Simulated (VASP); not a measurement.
# Si (Fd-3m) in VASP: settings compared

The runs below take Si through single point, with PBE, r2SCAN, HSE06.

Program: VASP 6.6.1. These are calculated values, not measurements. Logs are shortened: lines on timing, memory, paths and dates and some standing lists are left out, and cuts for length are marked.

## (1) The crystal as given

Symmetry: Fd-3m, No. 227, cubic system. Conventional cell: a = 5.427 Å, b = 5.427 Å, c = 5.427 Å, α = 90.00°, β = 90.00°, γ = 90.00°. Around Si (site symmetry -43m) lie 4 Si at 2.35 Å.

## (2) Single point, PBE

The input, INCAR:

```
SYSTEM = Si
  PREC = Accurate
  ENCUT = 520
  EDIFF = 1E-7
  ISMEAR = -1
  SIGMA = 0.02
  LREAL = .FALSE.
  LASPH = .TRUE.
  NELM = 100
  ALGO = Normal
  ISIF = 2
  LWAVE = .FALSE.
  LCHARG = .FALSE.
  GGA = PE
  KPAR = 4
```

The input, KPOINTS:

```
Automatic mesh
0
G
  7 7 7
  0 0 0
```

The input, POSCAR:

```
Si
1.0
    0.0000000000      2.7135600000      2.7135600000
    2.7135600000      0.0000000000      2.7135600000
    2.7135600000      2.7135600000      0.0000000000
Si
2
Direct
    0.7500000000      0.7500000000      0.7500000000
    0.5000000000      0.5000000000      0.5000000000
```

Potentials or basis: VASP PAW PBE potentials, release 64 (Si).

On the command line:

```
$ cat potpaw_PBE.64/Si/POTCAR > POTCAR
$ mpirun -np 4 vasp_std > vasp.out
```

OUTCAR:

```text
SYSTEM = Si
   PREC = Accurate
   ENCUT = 520
   EDIFF = 1E-7
   ISMEAR = -1
   LREAL = .FALSE.
   LASPH = .TRUE.
   NELM = 100
   ISIF = 2
   GGA = PE

 ion  position               nearest neighbor table
   1  0.750  0.750  0.750-   2 2.35   2 2.35   2 2.35   2 2.35
   2  0.500  0.500  0.500-   1 2.35   1 2.35   1 2.35   1 2.35

  LATTYP: Found a face centered cubic cell.
 ALAT       =     5.4271200000

  Lattice vectors:

 A1 = (   0.0000000000,   2.7135600000,   2.7135600000)
 A2 = (   2.7135600000,   0.0000000000,   2.7135600000)
 A3 = (   2.7135600000,   2.7135600000,   0.0000000000)

Analysis of symmetry for initial positions (statically):
=====================================================================
 Subroutine PRICEL returns:
 Original cell was already a primitive cell.

 Routine SETGRP: Setting up the symmetry group for a
 face centered cubic supercell.

 Subroutine GETGRP returns: Found 48 space group operations
 (whereof 24 operations were pure point group operations)
 out of a pool of 48 trial point group operations.

The static configuration has the point symmetry T_d .
 The point group associated with its full space group is O_h .

Analysis of symmetry for dynamics (positions and initial velocities):
=====================================================================
 Subroutine PRICEL returns:
 Original cell was already a primitive cell.

 Routine SETGRP: Setting up the symmetry group for a
 face centered cubic supercell.

 Subroutine GETGRP returns: Found 48 space group operations
 (whereof 24 operations were pure point group operations)
 out of a pool of 48 trial point group operations.

The dynamic configuration has the point symmetry T_d .
 The point group associated with its full space group is O_h .

 Subroutine INISYM returns: Found 48 space group operations
 (whereof 24 operations are pure point group operations),
 and found     1 'primitive' translations

----------------------------------------------------------------------------------------

                                     Primitive cell

  volume of cell :      39.9621

  direct lattice vectors                    reciprocal lattice vectors
     0.000000000  2.713560000  2.713560000    -0.184259792  0.184259792  0.184259792
     2.713560000  0.000000000  2.713560000     0.184259792 -0.184259792  0.184259792
     2.713560000  2.713560000  0.000000000     0.184259792  0.184259792 -0.184259792

  length of vectors
     3.837553354  3.837553354  3.837553354     0.319147321  0.319147321  0.319147321

  position of ions in fractional coordinates (direct lattice)
     0.750000000  0.750000000  0.750000000
     0.500000000  0.500000000  0.500000000

  ion indices of the primitive-cell ions
   primitive index   ion index
                 1           1
                 2           2

----------------------------------------------------------------------------------------

 KPOINTS: Automatic mesh

Automatic generation of k-mesh.
 Grid dimensions read from file:
 generate k-points for:    7    7    7

 Generating k-lattice:

  Cartesian coordinates                     Fractional coordinates (reciprocal lattice)
    -0.026322827  0.026322827  0.026322827     0.142857143  0.000000000  0.000000000
     0.026322827 -0.026322827  0.026322827     0.000000000  0.142857143  0.000000000
     0.026322827  0.026322827 -0.026322827     0.000000000  0.000000000  0.142857143

  Length of vectors
     0.045592474  0.045592474  0.045592474

  Shift w.r.t. Gamma in fractional coordinates (k-lattice)
     0.000000000  0.000000000  0.000000000

 Subroutine IBZKPT returns following result:
 ===========================================

 Found     20 irreducible k-points:

 Following reciprocal coordinates:
            Coordinates               Weight
  0.000000  0.000000  0.000000      1.000000
  0.142857  0.000000  0.000000      8.000000
  0.285714  0.000000  0.000000      8.000000
  0.428571  0.000000  0.000000      8.000000
  0.142857  0.142857  0.000000      6.000000
  0.285714  0.142857  0.000000     24.000000
[... 12 lines left out ...]
 -0.428571  0.428571  0.142857     24.000000
 -0.285714  0.428571  0.142857     24.000000
   k-points           NKPTS =     20   k-points in BZ     NKDIM =     20   number of bands    NBANDS=      8
   number of dos      NEDOS =    301   number of ions     NIONS =      2
   total plane-waves  NPLWV =  27000
   dimension x,y,z NGX =    30 NGY =   30 NGZ =   30
   dimension x,y,z NGXF=    60 NGYF=   60 NGZF=   60
   ions per type =               2
   NGX,Y,Z   is equivalent  to a cutoff of  13.00, 13.00, 13.00 a.u.
   NGXF,Y,Z  is equivalent  to a cutoff of  25.99, 25.99, 25.99 a.u.
 SYSTEM =  Si
   PREC   = accura    normal or accurate (medium, high low for compatibility)
   ISTART =      0    job   : 0-new  1-cont  2-samecut
   ICHARG =      2    charge: 1-file 2-atom 10-const
   ISPIN  =      1    spin polarized calculation?
   LNONCOLLINEAR =      F non collinear calculations
   LSORBIT =      F    spin-orbit coupling
   LASPH  =      T    aspherical Exc in radial PAW
   ENCUT  =  520.0 eV  38.22 Ry    6.18 a.u.   7.14  7.14  7.14*2*pi/ulx,y,z
   NELM   =    100;   NELMIN=  2; NELMDL= -5     # of ELM steps
   EDIFF  = 0.1E-06   stopping-criterion for ELM
   LREAL  =      F    real-space projection
   EDIFFG = 0.1E-05   stopping-criterion for IOM
   NSW    =      0    number of steps for IOM
   IBRION =     -1    ionic relax: 0-MD 1-quasi-New 2-CG
   NFREE  =      0    steps in history (QN), initial steepest desc. (CG)
   ISIF   =      2    stress and relaxation
   ISYM   =      2    0-nonsym 1-usesym 2-fastsym
   POTIM  = 0.5000    time-step for ionic-motion
   TEBEG  =    0.0;   TEEND  =   0.0 temperature during run
   PSTRESS=    0.0 pullay stress
   NELECT =       8.0000    total number of electrons
   NUPDOWN=      -1.0000    fix difference up-down
   EMIN   =  10.00;   EMAX   =-10.00  energy-range for DOS
   EFERMI =   0.00;   METHOD = LEGACY
   ISMEAR =    -1;   SIGMA  =   0.02  broadening in eV -4-tet -1-fermi 0-gaus
   EFERMI_NEDOS =   21; number of points for ismear=-14 and -15
   IALGO  =     38    algorithm
   IMIX   =      4    mixing-type and parameters
     AMIX     =   0.40;   BMIX     =  1.00
     AMIX_MAG =   1.60;   BMIX_MAG =  1.00
  volume/ion in A,a.u.               =      19.98       134.84
  Fermi-wavevector in a.u.,A,eV,Ry     =   0.957684  1.809760 12.478691  0.917158
  Thomas-Fermi vector in A             =   2.086724
   LORBIT       =      0    0 simple, 1 ext, 2 COOP (PROOUT), +10 PAW based schemes
   GGA     = PE    functional components
   LHFCALC =     F    Hartree Fock is set to
   AEXX    =    0.0000 exact exchange contribution
   IVDW    =     0    specifies the selected vdW correction
   LEPSILON=     F    determine dielectric tensor
   LRPA    =     F    only Hartree local field effects (RPA)
 non-spin polarized calculation
  energy-cutoff  :      520.00
  volume of cell :       39.96
 maximum number of plane-waves:      1087
 NGX is ok and might be reduce to    30
   NGX = 15   NGY = 15   NGZ = 15

 number of electron       8.0000000 magnetization

 Free energy of the ion-electron system (eV)
  ---------------------------------------------------
  ext. energy  EPLUGINS =         0.00000000
  ---------------------------------------------------
  free energy    TOTEN  =       -10.83440556 eV

  energy without entropy =      -10.83440555  energy(sigma->0) =      -10.83440556

 E-fermi :   6.1270     XC(G=0):  -9.4147

 val. band max:        5.8494701704   @ k =   0.0000   0.0000   0.0000
 cond. band min:       6.4182291880   @ k =   0.4286   0.4286   0.0000
 fundamental gap:      0.5687590176
 Fermi energy:         6.1269545153

 k-point     1 :       0.0000    0.0000    0.0000
  band No.  band energies     occupation
      1      -6.1222      2.00000
      2       5.8495      2.00000
      3       5.8495      2.00000
      4       5.8495      2.00000
      5       8.4145      0.00000
      6       8.4145      0.00000
      7       8.4145      0.00000
      8       9.2464      0.00000

 k-point     2 :       0.1429    0.0000    0.0000
  band No.  band energies     occupation
      1      -5.8556      2.00000
      2       3.9185      2.00000
      3       5.4919      2.00000
      4       5.4919      2.00000
      5       8.2984      0.00000
      6       8.9369      0.00000
      7       8.9369      0.00000
      8      10.8991      0.00000

 k-point     3 :       0.2857    0.0000    0.0000
  band No.  band energies     occupation
      1      -5.0872      2.00000
      2       1.2940      2.00000
      3       4.9759      2.00000
      4       4.9759      2.00000
      5       7.7635      0.00000
      6       9.3862      0.00000
      7       9.3862      0.00000
      8      13.3133      0.00000

 k-point     4 :       0.4286    0.0000    0.0000
  band No.  band energies     occupation
      1      -4.0426      2.00000
      2      -0.7432      2.00000
      3       4.6873      2.00000
      4       4.6873      2.00000
      5       7.4385      0.00000
      6       9.2286      0.00000
      7       9.2286      0.00000
      8      13.6433      0.00000

 k-point     5 :       0.1429    0.1429    0.0000
  band No.  band energies     occupation
      1      -5.7654      2.00000
      2       4.2231      2.00000
      3       4.8750      2.00000
      4       4.8750      2.00000
      5       7.7313      0.00000
      6       9.8246      0.00000
      7       9.8246      0.00000
      8      10.3011      0.00000
[... 133 lines left out ...]
 k-point    18 :      -0.4286    0.2857    0.1429
  band No.  band energies     occupation
      1      -3.3559      2.00000
      2      -0.5859      2.00000
      3       2.1566      2.00000
      4       3.5195      2.00000
      5       8.9186      0.00000
      6       9.3374      0.00000
      7      11.3279      0.00000
      8      12.4548      0.00000

 k-point    19 :      -0.4286    0.4286    0.1429
  band No.  band energies     occupation
      1      -2.8140      2.00000
      2      -0.8999      2.00000
      3       2.2434      2.00000
      4       2.6551      2.00000
      5       8.0600      0.00000
      6       8.4263      0.00000
      7      12.0145      0.00000
      8      14.5446      0.00000

 k-point    20 :      -0.2857    0.4286    0.1429
  band No.  band energies     occupation
      1      -2.3742      2.00000
      2      -1.2988      2.00000
      3       1.6002      2.00000
      4       2.7476      2.00000
      5       8.5868      0.00000
      6      10.6888      0.00000
      7      11.5124      0.00000
      8      11.6472      0.00000

------------------------ aborting loop because EDIFF is reached ----------------------------------------

  FORCE on cell =-STRESS in cart. coord.  units (eV):
  Direction    XX          YY          ZZ          XY          YZ          ZX
  --------------------------------------------------------------------------------------
  -------------------------------------------------------------------------------------
  Total        0.5386123      0.5386123      0.5386123      0.0000000     -0.0000000      0.0000000
  in kB       21.5942705     21.5942705     21.5942705      0.0000000     -0.0000000      0.0000000
  external PRESSURE =      21.5942705 kB  Pullay stress =       0.0000000 kB

 VOLUME and BASIS-vectors are now :
 -----------------------------------------------------------------------------
  energy-cutoff  :      520.00
  volume of cell :       39.96
      direct lattice vectors                 reciprocal lattice vectors
     0.000000000  2.713560000  2.713560000    -0.184259792  0.184259792  0.184259792
     2.713560000  0.000000000  2.713560000     0.184259792 -0.184259792  0.184259792
     2.713560000  2.713560000  0.000000000     0.184259792  0.184259792 -0.184259792

 POSITION                                       TOTAL-FORCE (eV/Angst)
 -----------------------------------------------------------------------------------
      4.07034      4.07034      4.07034         0.000000      0.000000     -0.000000
      2.71356      2.71356      2.71356        -0.000000     -0.000000      0.000000
 -----------------------------------------------------------------------------------
    total drift:                                0.000000     -0.000000     -0.000000

  FREE ENERGIE OF THE ION-ELECTRON SYSTEM (eV)
  ---------------------------------------------------
  free  energy   TOTEN  =       -10.8344055606 eV

  energy  without entropy=      -10.8344055506  energy(sigma->0) =      -10.83440556
```

Wall time 3.1 s (4 MPI ranks of Intel Xeon Platinum 8488C (Sapphire Rapids), shared host); peak memory 0.15 GiB.

Results:

```
Free energy            : -10.8344 eV
Pressure               : 2.2 GPa
Band gap on the k mesh : 0.57 eV, indirect (least direct gap 2.57 eV)
```

Levels at points of the mesh, in eV from the valence-band top:
| k point | band 2 | band 3 | band 4 | band 5 | band 6 | band 7 |
| --- | --- | --- | --- | --- | --- | --- |
| (0.00, 0.00, 0.00) | 0.00 | 0.00 | 0.00 | 2.57 | 2.57 | 2.57 |

Caveat: an odd mesh through Γ misses points on the zone boundary, where band edges often lie. Expect the measured gap to be larger: semilocal functionals such as PBE lack the derivative discontinuity.

## (3) Single point, r2SCAN

Changes to INCAR since step 2:

```diff
@@ -13,3 +13,4 @@
   LCHARG = .FALSE.
-  GGA = PE
+  METAGGA = R2SCAN
+  LMIXTAU = .TRUE.
   KPAR = 4
```

KPOINTS is that of step 2.

POSCAR is that of step 2.

Potentials or basis: VASP PAW PBE potentials, release 64 (Si).

On the command line:

```
$ cat potpaw_PBE.64/Si/POTCAR > POTCAR
$ mpirun -np 4 vasp_std > vasp.out
```

OUTCAR:

```text
SYSTEM = Si
   PREC = Accurate
   ENCUT = 520
   EDIFF = 1E-7
   ISMEAR = -1
   LREAL = .FALSE.
   LASPH = .TRUE.
   NELM = 100
   ISIF = 2
   METAGGA = R2SCAN

 ion  position               nearest neighbor table
   1  0.750  0.750  0.750-   2 2.35   2 2.35   2 2.35   2 2.35
   2  0.500  0.500  0.500-   1 2.35   1 2.35   1 2.35   1 2.35

  LATTYP: Found a face centered cubic cell.
 ALAT       =     5.4271200000

  Lattice vectors:

 A1 = (   0.0000000000,   2.7135600000,   2.7135600000)
 A2 = (   2.7135600000,   0.0000000000,   2.7135600000)
 A3 = (   2.7135600000,   2.7135600000,   0.0000000000)

Analysis of symmetry for initial positions (statically):
=====================================================================
 Subroutine PRICEL returns:
 Original cell was already a primitive cell.

 Routine SETGRP: Setting up the symmetry group for a
 face centered cubic supercell.

 Subroutine GETGRP returns: Found 48 space group operations
 (whereof 24 operations were pure point group operations)
 out of a pool of 48 trial point group operations.

The static configuration has the point symmetry T_d .
[... 162 lines left out ...]
 cond. band min:       6.5304190400   @ k =   0.4286   0.4286   0.0000
 fundamental gap:      0.7697104711
 Fermi energy:         6.1414075681

 k-point     1 :       0.0000    0.0000    0.0000
  band No.  band energies     occupation
      1      -6.7798      2.00000
      2       5.7607      2.00000
      3       5.7607      2.00000
      4       5.7607      2.00000
      5       8.5194      0.00000
      6       8.5194      0.00000
      7       8.5194      0.00000
      8       9.7751      0.00000
[... 199 lines left out ...]
 k-point    20 :      -0.2857    0.4286    0.1429
  band No.  band energies     occupation
      1      -2.8317      2.00000
      2      -1.6961      2.00000
      3       1.3216      2.00000
      4       2.5102      2.00000
      5       8.7787      0.00000
      6      10.9621      0.00000
      7      11.8762      0.00000
      8      12.0082      0.00000

------------------------ aborting loop because EDIFF is reached ----------------------------------------

  FORCE on cell =-STRESS in cart. coord.  units (eV):
  Direction    XX          YY          ZZ          XY          YZ          ZX
  --------------------------------------------------------------------------------------
  -------------------------------------------------------------------------------------
  Total        0.1794062      0.1794062      0.1794062      0.0000000      0.0000000      0.0000000
  in kB        7.1928284      7.1928284      7.1928284      0.0000000      0.0000000      0.0000000
  external PRESSURE =       7.1928284 kB  Pullay stress =       0.0000000 kB

 VOLUME and BASIS-vectors are now :
 -----------------------------------------------------------------------------
  energy-cutoff  :      520.00
  volume of cell :       39.96
      direct lattice vectors                 reciprocal lattice vectors
     0.000000000  2.713560000  2.713560000    -0.184259792  0.184259792  0.184259792
     2.713560000  0.000000000  2.713560000     0.184259792 -0.184259792  0.184259792
     2.713560000  2.713560000  0.000000000     0.184259792  0.184259792 -0.184259792

 POSITION                                       TOTAL-FORCE (eV/Angst)
 -----------------------------------------------------------------------------------
      4.07034      4.07034      4.07034         0.000000      0.000000      0.000000
      2.71356      2.71356      2.71356        -0.000000     -0.000000     -0.000000
 -----------------------------------------------------------------------------------
    total drift:                                0.000000     -0.000000     -0.000000

  FREE ENERGIE OF THE ION-ELECTRON SYSTEM (eV)
  ---------------------------------------------------
  free  energy   TOTEN  =       -17.5416275092 eV

  energy  without entropy=      -17.5416275092  energy(sigma->0) =      -17.54162751
```

Wall time 11 s (4 MPI ranks of Intel Xeon Platinum 8488C (Sapphire Rapids), shared host); peak memory 0.15 GiB.

What came out:

- Free energy: -17.5416 eV
- Pressure: 0.7 GPa
- Band gap on the k mesh: 0.77 eV, indirect (least direct gap 2.76 eV)

Caveat: the PAW data sets were made with another functional, which shifts forces and pressure a little; an odd mesh through Γ misses points on the zone boundary, where band edges often lie.

[end of part 1 of 2]
